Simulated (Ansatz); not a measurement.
# Si: the cost of one run

Program: Ansatz 0.2.0. Level of theory: DFT PBE, scalar-relativistic, plane waves, PAW. These are calculated values, not measurements.

### 1 The structure to begin with

The structure is monoclinic, space group C2/m (No. 12). Conventional cell: a = 13.829 Å, b = 3.846 Å, c = 6.333 Å, α = 90.00°, β = 96.77°, γ = 90.00°. Around Si (site symmetry m) lie 4 Si at 2.34 to 2.38 Å. Si (site symmetry m) is surrounded by 4 Si at 2.38 to 2.41 Å. Around Si (site symmetry m) lie 4 Si at 2.32 to 2.34 Å. Around Si (site symmetry m) lie 4 Si at 2.32 to 2.41 Å.

Coordinates:

```cif
data_structure
_symmetry_space_group_name_H-M 'C2/m'
_symmetry_Int_Tables_number 12
_cell_length_a 13.8285
_cell_length_b 3.8459
_cell_length_c 6.3330
_cell_angle_alpha 90.000
_cell_angle_beta 96.773
_cell_angle_gamma 90.000
_cell_volume 334.46
loop_
_atom_site_label
_atom_site_type_symbol
_atom_site_symmetry_multiplicity
_atom_site_Wyckoff_symbol
_atom_site_fract_x
_atom_site_fract_y
_atom_site_fract_z
_atom_site_occupancy
Si1 Si 4 i 0.55553 0.50000 0.87396 1
Si2 Si 4 i 0.55900 0.00000 0.65340 1
Si3 Si 4 i 0.71274 0.50000 0.05731 1
Si4 Si 4 i 0.72711 0.00000 0.58558 1
```

The runs take a perfect supercell of 32 atoms; the defect goes to fractional position (0.500, 0.833, 0.417).

### 2 The perfect supercell

The input, input.yaml:

```yaml
crystal:
  lattice:
    - [-1.0e-06, -7.691861, 0.0]
    - [6.1674, 1.922965, 6.288814]
    - [-7.661131, 1.922965, 6.288814]
  atoms:
    - { symbol: Si, position: [0.218491, 0.492512, 0.381452] }
    - { symbol: Si, position: [0.468491, 0.992512, 0.881452] }
    - { symbol: Si, position: [0.718491, 0.492512, 0.381452] }
    - { symbol: Si, position: [0.968491, 0.992512, 0.881452] }
    - { symbol: Si, position: [0.031509, 0.007488, 0.118548] }
    - { symbol: Si, position: [0.281509, 0.507488, 0.618548] }
    - { symbol: Si, position: [0.531509, 0.007488, 0.118548] }
    - { symbol: Si, position: [0.781509, 0.507488, 0.618548] }
    - { symbol: Si, position: [0.163349, 0.885698, 0.767698] }
    - { symbol: Si, position: [0.663349, 0.885698, 0.767698] }
    - { symbol: Si, position: [0.413349, 0.385698, 0.267698] }
    - { symbol: Si, position: [0.913349, 0.385698, 0.267698] }
    - { symbol: Si, position: [0.086651, 0.614302, 0.732302] }
    - { symbol: Si, position: [0.586651, 0.614302, 0.732302] }
    - { symbol: Si, position: [0.336651, 0.114302, 0.232302] }
    - { symbol: Si, position: [0.836651, 0.114302, 0.232302] }
    - { symbol: Si, position: [0.014327, 0.241397, 0.815911] }
    - { symbol: Si, position: [0.514327, 0.241397, 0.815911] }
    - { symbol: Si, position: [0.264327, 0.741397, 0.315911] }
    - { symbol: Si, position: [0.764327, 0.741397, 0.315911] }
    - { symbol: Si, position: [0.235673, 0.258603, 0.684089] }
    - { symbol: Si, position: [0.735673, 0.258603, 0.684089] }
    - { symbol: Si, position: [0.485673, 0.758603, 0.184089] }
    - { symbol: Si, position: [0.985673, 0.758603, 0.184089] }
    - { symbol: Si, position: [0.146394, 0.019898, 0.565679] }
    - { symbol: Si, position: [0.646394, 0.019898, 0.565679] }
    - { symbol: Si, position: [0.396394, 0.519898, 0.065679] }
    - { symbol: Si, position: [0.896394, 0.519898, 0.065679] }
    - { symbol: Si, position: [0.103606, 0.480102, 0.934321] }
    - { symbol: Si, position: [0.603606, 0.480102, 0.934321] }
    - { symbol: Si, position: [0.353606, 0.980102, 0.434321] }
    - { symbol: Si, position: [0.853606, 0.980102, 0.434321] }
basis:
  ecutwfc: 420
  fft_grid_basis: typed
kpoints:
  mp_grid: { grid: [2, 2, 1] }
hamiltonian:
  xc: pbe
  pseudopotentials: { kind: paw }
scf:
  occupations: { method: gaussian, width: 0.05 }
output:
  forces: true
  stress: false
  eigenvalues: true
  bader: false
  write_density: true
  volumetric_format: npy
```

The run is started by

```console
$ ansatz run input.yaml --threads 4 --pin off --max-ram 10240MiB --backend cpu --events-out ev --progress --plain --runs-dir out
```

What time and memory should one allow on 4 threads of Arm Neoverse V2, shared host?

About 3.3 s, with a peak of 1.7 GiB.
